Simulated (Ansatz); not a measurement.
Effective masses and thermopower of SrF$_{2}$ (Fm-3m)

Consider the following.

```xyz
3
Lattice="0.0000 2.8789 2.8789 2.8789 0.0000 2.8789 2.8789 2.8789 0.0000" Properties=species:S:1:pos:R:3 pbc="T T T"
Sr     0.0000     0.0000     0.0000
F      4.3183     4.3183     4.3183
F      1.4394     1.4394     1.4394
```

Method: r2SCAN, rigid bands (plane waves, PAW, scalar-relativistic; Ansatz, a program for electronic structure). Condition of this run: functional r2SCAN on the same cell. Geometry: cell and atoms relaxed with PBEsol.

```
Item                                                                                                                                                          Result
---------------------------------------------------------------------------------------------------------------------------------------  ---------------------------
band gap                                                                                                                                                     7.69 eV
electron conductivity mass (300 K, dilute)                                                                                                                   0.53 mₑ
hole conductivity mass (300 K, dilute)                                                                                                                        3.0 mₑ
effective density of states N_c (300 K)                                                                                                                  9.6e18 cm⁻³
effective density of states N_v (300 K)                                                                                                                  1.0e21 cm⁻³
density-of-states mass, electrons                                                                                                                            0.53 mₑ
density-of-states mass, holes                                                                                                                                11.8 mₑ
Seebeck coefficient, n-type 1e19 cm⁻³, 300 K                                                                                                               -220 μV/K
best n-type power factor at 300 K for τ = 10 fs (best axis; densities from 1e16 to 1e21 cm⁻³ tried, whether or not they can be reached)  3.0 μW/(cm·K²) at 3e19 cm⁻³
Seebeck coefficient, p-type 1e19 cm⁻³, 300 K                                                                                                                656 μV/K
```

Rigid bands; masses and Seebeck coefficients take one relaxation time τ for all states and one kind of carrier; polarons and phonon drag are left out. Spin-orbit coupling is left out; where it splits the top of the valence band, N_v and the p-type Seebeck coefficient come out somewhat high without it. Geometry: cell and atoms relaxed with PBEsol.
